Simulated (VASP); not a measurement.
# MgO (P6_3mc) in VASP: further runs, part 2 of 2

VASP 6.6.1. Earlier steps stand in the parts before.

### 3 Relaxation of cell and atoms, PBE+D3(BJ)

INCAR reads:

```
SYSTEM = MgO
PREC = Accurate ; ENCUT = 600
EDIFF = 1E-7 ; ISMEAR = 0
SIGMA = 0.02 ; LREAL = .False.
LASPH = .True. ; NELM = 60
ALGO = Normal ; ISIF = 3
LWAVE = .False. ; LCHARG = .False.
GGA = PE ; IVDW = 12
IBRION = 2 ; NSW = 90
EDIFFG = -0.005
```

KPOINTS reads:

```
Automatic mesh
0
Gamma
  9 9 6
  0 0 0
```

POSCAR reads:

```
MgO
1.0
    3.3077869900      0.0000000000      0.0000000000
   -1.6538934900      2.8646275600      0.0000000000
    0.0000000000      0.0000000000      4.9828816700
Mg O
2 2
Direct
    0.3333333300      0.6666666700      0.0021597400
    0.6666666700      0.3333333300      0.5021597400
    0.3333333300      0.6666666700      0.4024402600
    0.6666666700      0.3333333300      0.9024402600
```

Potentials or basis: VASP PAW PBE potentials, release 64 (Mg, O).

On the command line:

```bash
> cat potpaw_PBE.64/Mg/POTCAR potpaw_PBE.64/O/POTCAR > POTCAR
> mpirun -np 1 vasp_std > vasp.out
```

OUTCAR:

```text
SYSTEM = MgO
   PREC = Accurate
   ENCUT = 600
   EDIFF = 1E-7
   ISMEAR = 0
   LREAL = .False.
   LASPH = .True.
   NELM = 60
   ISIF = 3
   GGA = PE
   IVDW = 12
   IBRION = 2
   NSW = 90
   EDIFFG = -0.005
 IVDW          = 12

 ion  position               nearest neighbor table
   1  0.333  0.667  0.002-   4 1.97   4 1.97   4 1.97   3 1.99   2 3.14   2 3.14   2 3.14   2 3.14
                             2 3.14   2 3.14
   2  0.667  0.333  0.502-   3 1.97   3 1.97   3 1.97   4 1.99   1 3.14   1 3.14   1 3.14   1 3.14
                             1 3.14   1 3.14
   3  0.333  0.667  0.402-   2 1.97   2 1.97   2 1.97   1 1.99
   4  0.667  0.333  0.902-   1 1.97   1 1.97   1 1.97   2 1.99

  LATTYP: Found a hexagonal cell.
 ALAT       =     3.3077869900
 C/A-ratio  =     1.5064094771

  Lattice vectors:

 A1 = (   3.3077869900,   0.0000000000,   0.0000000000)
 A2 = (  -1.6538934900,   2.8646275600,   0.0000000000)
 A3 = (   0.0000000000,   0.0000000000,   4.9828816700)

Analysis of symmetry for initial positions (statically):
=====================================================================
 Subroutine PRICEL returns:
 Original cell was already a primitive cell.

 Routine SETGRP: Setting up the symmetry group for a
 hexagonal supercell.

 Subroutine GETGRP returns: Found 12 space group operations
 (whereof  6 operations were pure point group operations)
 out of a pool of 24 trial point group operations.

The static configuration has the point symmetry C_3v.
 The point group associated with its full space group is C_6v.

Analysis of symmetry for dynamics (positions and initial velocities):
=====================================================================
 Subroutine PRICEL returns:
 Original cell was already a primitive cell.

 Routine SETGRP: Setting up the symmetry group for a
 hexagonal supercell.

 Subroutine GETGRP returns: Found 12 space group operations
 (whereof  6 operations were pure point group operations)
 out of a pool of 24 trial point group operations.

The dynamic configuration has the point symmetry C_3v.
 The point group associated with its full space group is C_6v.

 Subroutine INISYM returns: Found 12 space group operations
 (whereof  6 operations are pure point group operations),
 and found     1 'primitive' translations

----------------------------------------------------------------------------------------

                                     Primitive cell

  volume of cell :      47.2157

  direct lattice vectors                    reciprocal lattice vectors
     3.307786990  0.000000000  0.000000000     0.302316928  0.174542759  0.000000000
    -1.653893490  2.864627560  0.000000000     0.000000000  0.349085520  0.000000000
     0.000000000  0.000000000  4.982881670     0.000000000  0.000000000  0.200687086

  length of vectors
     3.307786990  3.307786984  4.982881670     0.349085519  0.349085520  0.200687086

  position of ions in fractional coordinates (direct lattice)
     0.333333330  0.666666670  0.002159740
     0.666666670  0.333333330  0.502159740
     0.333333330  0.666666670  0.402440260
     0.666666670  0.333333330  0.902440260

  ion indices of the primitive-cell ions
   primitive index   ion index
                 1           1
                 2           2
                 3           3
                 4           4

----------------------------------------------------------------------------------------

 KPOINTS: Automatic mesh

Automatic generation of k-mesh.
 Grid dimensions read from file:
 generate k-points for:    9    9    6

 Generating k-lattice:

  Cartesian coordinates                     Fractional coordinates (reciprocal lattice)
     0.033590770  0.019393640  0.000000000     0.111111111  0.000000000  0.000000000
     0.000000000  0.038787280  0.000000000     0.000000000  0.111111111  0.000000000
     0.000000000  0.000000000  0.033447848     0.000000000  0.000000000  0.166666667

  Length of vectors
     0.038787280  0.038787280  0.033447848

  Shift w.r.t. Gamma in fractional coordinates (k-lattice)
     0.000000000  0.000000000  0.000000000

 Subroutine IBZKPT returns following result:
 ===========================================

 Found     48 irreducible k-points:

 Following reciprocal coordinates:
            Coordinates               Weight
  0.000000  0.000000  0.000000      1.000000
  0.111111 -0.000000  0.000000      6.000000
  0.222222  0.000000  0.000000      6.000000
  0.333333  0.000000  0.000000      6.000000
  0.444444  0.000000  0.000000      6.000000
  0.111111  0.111111  0.000000      6.000000
[... 16 lines left out ...]
  0.333333  0.222222  0.166667     24.000000
  0.333333  0.333333  0.166667      4.000000
 [... further k-points ...]
   k-points           NKPTS =     48   k-points in BZ     NKDIM =     48   number of bands    NBANDS=     12
   number of dos      NEDOS =    301   number of ions     NIONS =      4
   total plane-waves  NPLWV =  31360
   dimension x,y,z NGX =    28 NGY =   28 NGZ =   40
   dimension x,y,z NGXF=    56 NGYF=   56 NGZF=   80
   ions per type =               2   2
   NGX,Y,Z   is equivalent  to a cutoff of  14.07, 14.07, 13.35 a.u.
   NGXF,Y,Z  is equivalent  to a cutoff of  28.15, 28.15, 26.69 a.u.
 SYSTEM =  MgO
   PREC   = accura    normal or accurate (medium, high low for compatibility)
   ISTART =      0    job   : 0-new  1-cont  2-samecut
   ICHARG =      2    charge: 1-file 2-atom 10-const
   ISPIN  =      1    spin polarized calculation?
   LNONCOLLINEAR =      F non collinear calculations
   LSORBIT =      F    spin-orbit coupling
   LASPH  =      T    aspherical Exc in radial PAW
   ENCUT  =  600.0 eV  44.10 Ry    6.64 a.u.   6.61  6.61  9.95*2*pi/ulx,y,z
   NELM   =     60;   NELMIN=  2; NELMDL= -5     # of ELM steps
   EDIFF  = 0.1E-06   stopping-criterion for ELM
   LREAL  =      F    real-space projection
   EDIFFG = -.5E-02   stopping-criterion for IOM
   NSW    =     90    number of steps for IOM
   IBRION =      2    ionic relax: 0-MD 1-quasi-New 2-CG
   NFREE  =      1    steps in history (QN), initial steepest desc. (CG)
   ISIF   =      3    stress and relaxation
   ISYM   =      2    0-nonsym 1-usesym 2-fastsym
   POTIM  = 0.5000    time-step for ionic-motion
   TEBEG  =    0.0;   TEEND  =   0.0 temperature during run
   PSTRESS=    0.0 pullay stress
   NELECT =      16.0000    total number of electrons
   NUPDOWN=      -1.0000    fix difference up-down
   EMIN   =  10.00;   EMAX   =-10.00  energy-range for DOS
   EFERMI =   0.00;   METHOD = LEGACY
   ISMEAR =     0;   SIGMA  =   0.02  broadening in eV -4-tet -1-fermi 0-gaus
   EFERMI_NEDOS =   21; number of points for ismear=-14 and -15
   IALGO  =     38    algorithm
   IMIX   =      4    mixing-type and parameters
     AMIX     =   0.40;   BMIX     =  1.00
     AMIX_MAG =   1.60;   BMIX_MAG =  1.00
  volume/ion in A,a.u.               =      11.80        79.66
  Fermi-wavevector in a.u.,A,eV,Ry     =   1.141351  2.156842 17.724080  1.302683
  Thomas-Fermi vector in A             =   2.278052
   LORBIT       =      0    0 simple, 1 ext, 2 COOP (PROOUT), +10 PAW based schemes
   GGA     = PE    functional components
   LHFCALC =     F    Hartree Fock is set to
   AEXX    =    0.0000 exact exchange contribution
   IVDW    =    12    specifies the selected vdW correction
   LEPSILON=     F    determine dielectric tensor
   LRPA    =     F    only Hartree local field effects (RPA)
 conjugate gradient relaxation of ions
 non-spin polarized calculation
 Gauss-broadening in eV      SIGMA  =   0.02
  energy-cutoff  :      600.00
  volume of cell :       47.22
 maximum number of plane-waves:      1604
 NGX is ok and might be reduce to    28
   NGX = 13   NGY = 13   NGZ = 19

--------------------------------------- Ionic step        1  -------------------------------------------

 number of electron      15.9999997 magnetization

 Free energy of the ion-electron system (eV)
  ---------------------------------------------------
  ext. energy  EPLUGINS =         0.00000000
  ---------------------------------------------------
  free energy    TOTEN  =       -23.52616951 eV

  energy without entropy =      -23.52616951  energy(sigma->0) =      -23.52616951

------------------------ aborting loop because EDIFF is reached ----------------------------------------

 Edisp (eV)   -0.92631

 E8    (eV) :    -0.3639
[... 327 lines left out ...]
--------------------------------------- Ionic step        9  -------------------------------------------

 number of electron      15.9999996 magnetization

 Free energy of the ion-electron system (eV)
  ---------------------------------------------------
  ext. energy  EPLUGINS =         0.00000000
  ---------------------------------------------------
  free energy    TOTEN  =       -23.52513107 eV

  energy without entropy =      -23.52513107  energy(sigma->0) =      -23.52513107

 E-fermi :   1.2261     XC(G=0):  -9.7489

 val. band max:        1.1182979672   @ k =   0.0000   0.0000   0.0000
 cond. band min:       4.6373200983   @ k =   0.0000   0.0000   0.0000
 fundamental gap:      3.5190221311
 Fermi energy:         1.2261393966

 k-point     1 :       0.0000    0.0000    0.0000
  band No.  band energies     occupation
      1     -15.1161      2.00000
      2     -14.3219      2.00000
      3      -2.1436      2.00000
      4       0.4047      2.00000
      5       0.4047      2.00000
      6       0.7262      2.00000
      7       0.7262      2.00000
      8       1.1183      2.00000
      9       4.6373      0.00000
     10       9.6729      0.00000
     11      11.4428      0.00000
     12      15.3512      0.00000
[... 331 lines left out ...]
 k-point    24 :       0.3333    0.3333    0.1667
  band No.  band energies     occupation
      1     -14.2963      2.00000
      2     -14.2963      2.00000
      3      -1.5296      2.00000
      4      -1.0480      2.00000
      5      -1.0480      2.00000
      6      -0.2865      2.00000
      7       0.2226      2.00000
      8       0.2226      2.00000
      9       9.5029      0.00000
     10       9.5444      0.00000
     11      11.2558      0.00000
     12      11.2558      0.00000

 [... further k-points ...]

------------------------ aborting loop because EDIFF is reached ----------------------------------------

 Edisp (eV)   -0.92799

 E8    (eV) :    -0.3646
[... 27 lines left out ...]
  FREE ENERGIE OF THE ION-ELECTRON SYSTEM (eV)
  ---------------------------------------------------
  free  energy   TOTEN  =       -24.4531164061 eV

  energy  without entropy=      -24.4531164061  energy(sigma->0) =      -24.45311641

 reached required accuracy - stopping structural energy minimisation
```

OSZICAR:

```text
N       E                     dE             d eps       ncg     rms          rms(c)
DAV:   1     0.813168052739E+02    0.81317E+02   -0.84356E+03  1152   0.132E+03
DAV:   2    -0.220638146449E+02   -0.10338E+03   -0.93595E+02  1588   0.247E+02
DAV:   3    -0.277547886589E+02   -0.56910E+01   -0.56588E+01  1440   0.650E+01
DAV:   4    -0.277886391550E+02   -0.33850E-01   -0.33848E-01  1212   0.588E+00
[... 67 lines left out ...]
DAV:   1    -0.235252219434E+02   -0.42858E-03   -0.74874E-03  1160   0.877E-01    0.640E-02
DAV:   2    -0.235251573485E+02    0.64595E-04   -0.77116E-05  1264   0.874E-02    0.332E-02
DAV:   3    -0.235251336966E+02    0.23652E-04   -0.15521E-05  1356   0.415E-02    0.963E-03
DAV:   4    -0.235251310735E+02    0.26231E-05   -0.35178E-06  1340   0.203E-02    0.160E-03
DAV:   5    -0.235251310706E+02    0.28402E-08   -0.28247E-07   968   0.469E-03
   9 F= -.24453116E+02 E0= -.24453116E+02  d E =-.261524E-04
```

CONTCAR:

```text
MgO
   1.00000000000000
     3.2935882503249139   -0.0000000000247350   -0.0000000000000000
    -1.6467941202053400    2.8523310907989332   -0.0000000000000000
    -0.0000000000000000    0.0000000000000000    5.0180048520564347
  Mg              O
     2     2
Direct
     0.3333333300000021    0.6666666699999979    0.0040479214280405
     0.6666666699999979    0.3333333300000021    0.5040479214280403
     0.3333333300000021    0.6666666699999979    0.4005520785719616
     0.6666666699999979    0.3333333300000021    0.9005520785719617

  0.00000000E+00  0.00000000E+00  0.00000000E+00
  0.00000000E+00  0.00000000E+00  0.00000000E+00
  0.00000000E+00  0.00000000E+00  0.00000000E+00
  0.00000000E+00  0.00000000E+00  0.00000000E+00
```

It took 68 s on 1 thread of Intel Xeon 6975P-C (Granite Rapids), shared host; peak memory 0.21 GiB.

What came out:

```yaml
Free_energy: -24.4531 eV
Relaxed_volume: 11.79 Å³/atom
Relaxed_cell: a = 3.294 Å, b = 3.294 Å, c = 5.018 Å, α = 90.00°, β = 90.00°, γ = 120.00°
Space_group_after_relaxing_to_0.05_Å: P6_3mc (No. 186)
Energy_gained_by_relaxing: 0.2 meV/atom
Ionic_steps: 9
Pressure_after_relaxing: 0.0 GPa
Band_gap_on_the_k_mesh: 3.52 eV, direct
Dispersion_energy_per_atom: -0.232 eV
```

The path:
```csv
step,energy change (eV),largest force (eV/Å),pressure (GPa),volume (Å³)
1,0.0000,0.0101,-0.45,47.22
2,-0.0003,0.0094,0.16,46.99
3,-0.0003,0.0095,0.03,47.03
4,-0.0003,0.0086,0.03,47.04
5,-0.0004,0.0055,0.03,47.05
6,-0.0005,0.0009,0.02,47.08
7,-0.0006,0.0159,0.02,47.14
8,-0.0006,0.0115,0.02,47.13
9,-0.0006,0.0003,-0.01,47.14
```

Final structure:
```xyz
4
Lattice="3.2936 0.0000 0.0000 -1.6468 2.8523 0.0000 0.0000 0.0000 5.0180" Properties=species:S:1:pos:R:3 pbc="T T T"
Mg    0.0000    1.9016    0.0203
Mg    1.6468    0.9508    2.5293
O     0.0000    1.9016    2.0100
O     1.6468    0.9508    4.5190
```

Levels at points of the mesh, in eV from the valence-band top:
```csv
k point,band 6,band 7,band 8,band 9,band 10,band 11
"(0.00, 0.00, 0.00)",-0.39,-0.39,0.00,3.52,8.55,10.32
"(0.00, 0.00, 0.50)",-0.56,-0.56,-0.56,6.01,6.01,13.20
```

Caveat: an odd mesh through Γ misses points on the zone boundary, where band edges often lie.

### 4 Relaxation of cell and atoms, PBEsol

INCAR reads:

```
SYSTEM = MgO
PREC = Accurate ; ENCUT = 300
EDIFF = 1E-7 ; ISMEAR = 0
SIGMA = 0.02 ; LREAL = .False.
LASPH = .True. ; NELM = 60
ALGO = Normal ; ISIF = 3
LWAVE = .False. ; LCHARG = .False.
GGA = PS ; IBRION = 2
NSW = 90 ; EDIFFG = -0.005
```

KPOINTS is that of step 3.

POSCAR is that of step 3.

On the command line:

```bash
> cat potpaw_PBE.64/Mg/POTCAR potpaw_PBE.64/O/POTCAR > POTCAR
> mpirun -np 1 vasp_std > vasp.out
```

Wall time 1.8 min (1 thread of Intel Xeon 6975P-C (Granite Rapids), shared host); peak memory 0.14 GiB.

The run converged, but a check on its numbers failed (symmetry, net force, bounds or a known fault of this set-up), so they aren't taken as properties of the crystal.

Caveat: the cutoff lies under the usual one of these potentials, so the numbers hold a large basis-set error; the volume moved by over 15 % at a fixed basis, so the end points are rough; the PAW data sets were made with another functional, which shifts forces and pressure a little.

### 5 Relaxation of cell and atoms, PBEsol

Changes to INCAR since step 4:

```diff
@@ -1,3 +1,3 @@
 SYSTEM = MgO
-PREC = Accurate ; ENCUT = 300
+PREC = Accurate ; ENCUT = 600
 EDIFF = 1E-7 ; ISMEAR = 0
```

KPOINTS reads:

```
Automatic mesh
0
Gamma
  3 3 2
  0 0 0
```

POSCAR is that of step 4.

On the command line:

```bash
> cat potpaw_PBE.64/Mg/POTCAR potpaw_PBE.64/O/POTCAR > POTCAR
> mpirun -np 1 vasp_std > vasp.out
```

It took 93 s on 1 thread of Intel Xeon 6975P-C (Granite Rapids), shared host; peak memory 0.18 GiB.

It converged, with:

- Free energy: -24.7509 eV
- Relaxed volume: 11.05 Å³/atom
- Relaxed cell: a = 3.492 Å, b = 3.492 Å, c = 4.185 Å, α = 90.00°, β = 90.00°, γ = 120.00°
- Space group after relaxing (to 0.05 Å): P6_3/mmc (No. 194)
- Energy gained by relaxing: 58.0 meV/atom
- Ionic steps: 41
- Pressure after relaxing: 0.0 GPa
- Band gap on the k mesh: 3.29 eV, direct

Step by step:
| step | energy change (eV) | largest force (eV/Å) | pressure (GPa) | volume (Å³) |
| --- | --- | --- | --- | --- |
| 1 | 0.0000 | 0.0002 | -0.08 | 47.22 |
| 3 | -0.0001 | 0.0194 | 0.04 | 47.16 |
| 5 | -0.0004 | 0.0143 | 0.00 | 47.14 |
| 7 | -0.0012 | 0.0034 | -0.22 | 47.02 |
| 9 | -0.0246 | 0.1279 | -1.47 | 46.46 |
| 11 | 2.0241 | 7.1331 | 32.19 | 42.48 |
| 13 | -0.1044 | 0.0604 | 2.95 | 44.07 |
| 15 | -0.1585 | 0.5567 | 0.42 | 44.52 |
| 17 | -0.1585 | 0.5552 | 0.43 | 44.52 |
| 19 | -0.1585 | 0.5485 | 0.44 | 44.52 |
| 21 | -0.1585 | 0.5432 | 0.45 | 44.52 |
| 23 | -0.1586 | 0.5428 | 0.45 | 44.52 |
| 25 | -0.1589 | 0.5411 | 0.44 | 44.52 |
| 27 | -0.1603 | 0.5342 | 0.41 | 44.52 |
| 29 | -0.1658 | 0.5074 | 0.29 | 44.53 |
| 31 | -0.1849 | 0.4084 | -0.15 | 44.57 |
| 33 | -0.2253 | 0.1179 | -1.38 | 44.71 |
| 35 | -0.2285 | 0.0438 | -1.67 | 44.76 |
| 37 | -0.2318 | 0.0196 | 0.05 | 44.17 |
| 39 | -0.2318 | 0.0168 | 0.01 | 44.18 |
| 41 | -0.2319 | 0.0017 | -0.01 | 44.19 |

Final structure:
```xyz
4
Lattice="3.4916 0.0000 0.0000 -1.7458 3.0238 0.0000 0.0000 0.0000 4.1854" Properties=species:S:1:pos:R:3 pbc="T T T"
Mg    0.0000    2.0159    3.9860
Mg    1.7458    1.0079    1.8932
O     0.0000    2.0159    1.8929
O     1.7458    1.0079    3.9856
```

Levels at points of the mesh, in eV from the valence-band top:
| k point | band 4 | band 5 | band 6 | band 7 | band 8 | band 9 | band 10 | band 11 | band 12 |
| --- | --- | --- | --- | --- | --- | --- | --- | --- | --- |
| (0.00, 0.00, 0.00) | -1.75 | -1.75 | -0.81 | -0.81 | 0.00 | 3.29 | 9.34 | 12.06 | 12.38 |
| (0.00, 0.00, 0.50) | -2.45 | -1.30 | -1.30 | -1.30 | -1.30 | 6.32 | 6.32 | 12.73 | 12.73 |

Caveat: the k mesh is coarse (spacing up to 0.73 Å⁻¹), so the values aren't converged; the PAW data sets were made with another functional, which shifts forces and pressure a little.

### 6 Summary

| level | k mesh | mesh quality | gap on the mesh (eV) | pressure (GPa) | relaxed volume (Å³/atom) |
| --- | --- | --- | --- | --- | --- |
| PBE | 9 × 9 × 6 | not flagged | 3.42 | 0.0 | 12.12 |
| PBE+D3(BJ) | 9 × 9 × 6 | not flagged | 3.52 | 0.0 | 11.79 |
| PBEsol | 3 × 3 × 2 | coarse | 3.29 | 0.0 | 11.05 |

Alike in all rows: task relaxation of cell and atoms; potentials or basis VASP PAW PBE potentials, release 64 (Mg, O); no spin polarisation; cell relaxed; cutoff (eV) 600; smearing gaussian 0.02 eV.

Caveats: some runs use coarse meshes; an odd mesh through Γ misses points on the zone boundary, where band edges often lie (some runs); the PAW data sets were made with another functional, which shifts forces and pressure a little (some runs).

Total energies depend on the potentials used, so only differences within one code and one set of settings carry meaning.
